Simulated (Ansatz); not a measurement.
# WS2: the cost of one run

Program: Ansatz 0.2.0. Level of theory: DFT LDA, scalar-relativistic. These are calculated values, not measurements.

**1. Starting point**

The structure is trigonal, space group R3m (No. 160). The conventional cell has a = 3.158 Å, b = 3.158 Å, c = 18.490 Å, α = 90.00°, β = 90.00°, γ = 120.00°. Around W (site symmetry 3m) lie 6 S at 2.39 to 2.42 Å. Around S (site symmetry 3m) lie 3 W at 2.39 Å. Around S (site symmetry 3m) lie 3 W at 2.42 Å.

As a file:

```cif
data_structure
_symmetry_space_group_name_H-M 'R3m:H'
_symmetry_Int_Tables_number 160
_cell_length_a 3.1580
_cell_length_b 3.1580
_cell_length_c 18.4900
_cell_angle_alpha 90.000
_cell_angle_beta 90.000
_cell_angle_gamma 120.000
_cell_volume 159.70
loop_
_atom_site_label
_atom_site_type_symbol
_atom_site_symmetry_multiplicity
_atom_site_Wyckoff_symbol
_atom_site_fract_x
_atom_site_fract_y
_atom_site_fract_z
_atom_site_occupancy
W1 W 3 a 0.00000 0.00000 0.00000 1
S1 S 3 a 0.66667 0.33333 0.08363 1
S2 S 3 a 0.33333 0.66667 0.24767 1
```

The file gives the conventional cell by its symmetry; the runs use the cell typed in the input.

Atoms are numbered in the order of the input: W1, S2, S3.

**2. Volume × 0.94, LAPW**

Input file input.yaml:

```yaml
crystal:
  lattice:
    - [1.5467668421, 0.8930262526, 6.0375124514]
    - [-1.5467668421, 0.8930262526, 6.0375124514]
    - [0.0, -1.7860525053, 6.0375124514]
  atoms:
    - { symbol: W, position: [0.0, 0.0, 0.0] }
    - { symbol: S, position: [0.7503, 0.7503, 0.7503] }
    - { symbol: S, position: [0.581, 0.581, 0.581] }
kpoints:
  mp_grid: { grid: [13, 13, 13] }
  band_path:
    path:
      - [0.0, 0.0, 0.0]
      - [0.5, 0.5, 0.5]
      - [0.8187478403, 0.1812521597, 0.5]
      - [0.5, -0.1812521597, 0.1812521597]
      - [0.5, 0.0, 0.0]
      - [0.0, 0.0, 0.0]
      - [0.3406260799, -0.3406260799, 0.0]
      - [0.6593739201, 0.0, 0.3406260799]
      - [0.5, 0.0, 0.5]
    npoints: 5
scf:
  occupations: { method: fermi_dirac, width: 0.08 }
hamiltonian:
  xc: lda
  pseudopotentials: { kind: all_electron, lapw: { basis_error: 0.0005 } }
output:
  forces: true
  stress: true
  eigenvalues: true
```

Run with:

```bash
$ ansatz run input.yaml --threads 1 --pin off --max-ram 6144MiB --backend cpu --events-out ev --progress --plain --runs-dir out
```

Q: Estimate wall time and peak memory on 1 thread of Arm Neoverse V2, shared host.

About 5.9 min, with a peak of 1.2 GiB.
